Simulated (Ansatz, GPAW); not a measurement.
This is a calculation of FeO (Wuestite) for GPAW 26.7.0 (ASE script). 

run.py

```python
from ase import Atoms
from ase.dft.bandgap import bandgap
from ase.io import write
from ase.units import GPa
from gpaw import GPAW, PW

atoms = Atoms(['Fe', 'O'],
              cell=[[0.0, 2.1554, 2.1554],
                    [2.1554, 0.0, 2.1554],
                    [2.1554, 2.1554, 0.0]],
              scaled_positions=[[0.0, 0.0, 0.0],
                                [0.5, 0.5, 0.5]],
              pbc=True)
atoms.set_initial_magnetic_moments([3.0, 0.0])

calc = GPAW(mode=PW(800),
            xc='PBE',
            kpts={'size': (11, 11, 11), 'gamma': True},
            occupations={'name': 'methfessel-paxton', 'order': 0, 'width': 0.03},
            nbands=17,
            convergence={'density': 1e-05, 'energy': 1e-05},
            maxiter=150,
            txt='gpaw.txt')
atoms.calc = calc
energy = atoms.get_potential_energy()
forces = atoms.get_forces()
stress = atoms.get_stress()
calc.write('gs.gpw')
write('result.traj', atoms)
print(f'Energy: {energy:.6f} eV')
print('Forces (eV/A):')
print(forces.round(4))
print('Stress (GPa):', (stress / GPa).round(3))
print('Moments:', calc.get_magnetic_moments().round(3))
print('Fermi level:', round(calc.get_fermi_level(), 4), 'eV')
print(f'Gap: {bandgap(calc)[0]:.4f} eV, direct: {bandgap(calc, direct=True)[0]:.4f} eV')
```

Potentials or basis: GPAW PAW data sets (gpaw-data 1.2.1), pw.

The run is started by

```console
$ OMP_NUM_THREADS=1 python run.py
```

Translate it to Ansatz 0.2.0. Potentials or basis there: Ansatz PAW, cutoff 420 eV.

As run (cutoffs and basis follow the program's own potentials, and thresholds, step limits or extra output files can differ):

File input.yaml:

```yaml
crystal:
  lattice:
    - [0.0, 2.1554, 2.1554]
    - [2.1554, 0.0, 2.1554]
    - [2.1554, 2.1554, 0.0]
  atoms:
    - { symbol: Fe, position: [0.0, 0.0, 0.0], spin: 3.0 }
    - { symbol: O, position: [0.5, 0.5, 0.5] }
hamiltonian:
  xc: pbe
  pseudopotentials: { kind: paw }
magnetization:
  spin_polarized: true
kpoints:
  mp_grid: { grid: [11, 11, 11] }
scf:
  occupations: { method: gaussian, width: 0.03 }
output:
  forces: true
  stress: true
  eigenvalues: true
  write_density: true
  write_potential: true
  elf: true
  volumetric_format: npy
```

Potentials or basis: Ansatz PAW.

The run is started by

```sh
$ ansatz run input.yaml --threads 2 --pin off --max-ram 5632MiB --backend cpu --events-out ev --progress --plain --runs-dir out
```

Both were run:

|  | GPAW | Ansatz |
| --- | --- | --- |
| Pressure | 0.8 GPa | -0.3 GPa |
| Net moment | 4.00 μB per cell | 4.00 μB per cell |

Ansatz's pressure holds a Pulay term of +0.65 GPa for its cutoff of 420 eV, which the other run lacks.

The potentials hold 14 and 22 valence electrons a cell.

Where Ansatz's input types no cutoff or centring, it takes its own default and a Γ-centred mesh.

The magnetic state is the one that the start led to; the real crystal's order can differ.

Pressure is positive in compression.
